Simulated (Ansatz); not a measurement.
# TiO₂: a vibration from a frozen displacement

Theory: DFT r2SCAN, scalar-relativistic, plane waves, PAW in Ansatz. Settings: plane waves to 500 eV, k-mesh 6×6×4 (Γ-centred), Gaussian smearing 0.05 eV. No spin polarisation. Energies are free energies at this smearing, counted from the undisturbed cell; pressure is positive in compression.

Reference structure (relaxed at this level; this form isn't the usual structure):

```xyz
9
Lattice="5.5620 0.0000 0.0000 -2.7810 4.8168 0.0000 0.0000 0.0000 6.0602" Properties=species:S:1:pos:R:3 pbc="T T T"
Ti    2.5928    0.0000    2.0201
Ti   -1.2964    2.2454    4.0402
Ti    1.4846    2.5714    0.0000
O     1.5745    1.3089    1.2945
O     3.6412    0.7091    3.3145
O     3.1273    2.7989    5.3346
O     0.3463    2.0180    4.7658
O    -1.2065    3.5079    2.7457
O     0.8602    4.1078    0.7256
```

Every O atom is moved by x along the Cartesian unit vector (0.707, -0.707, 0.000); the cell and all other atoms stay fixed. The cell's volume is 162.36 Å³; the moved atoms weigh 95.994 u together and the others 143.601 u.

```csv
x (Å),ΔE (meV/cell),total force on the moved atoms along the move (eV/Å),pressure (GPa)
-0.1000,307.10,6.1090,0.8926
-0.0750,173.32,4.5940,0.5117
-0.0500,77.40,3.0790,0.2354
0.0000,0.00,0.0000,0.0105
0.0250,19.81,-1.5930,0.0683
0.0750,182.56,-4.9666,0.5387
0.1000,329.21,-6.7814,0.9565
```

What frequency belongs to this motion?

The force constant is k = −dF/dx = 63.006 eV/Å², from the parabola through x = -0.0500, 0 and 0.0250. In every cell the moved atoms swing against the rest, so the mass is μ = m₁m₂/(m₁ + m₂) = 57.534 u, and ν̃ = 521.5 cm⁻¹ × √(|k|/μ) = 546 cm⁻¹. The pattern needn't be a normal mode: ν̃² is then a weighted mean of the squared nonzero frequencies at the zone centre of this cell, taken without macroscopic field, so it lies between the lowest and the highest of them.

How far does the harmonic law reach?

At x = -0.100 Å, kx²/2 = 315.03 meV against the computed 307.10 meV (-2.5 %): the well is still close to harmonic there.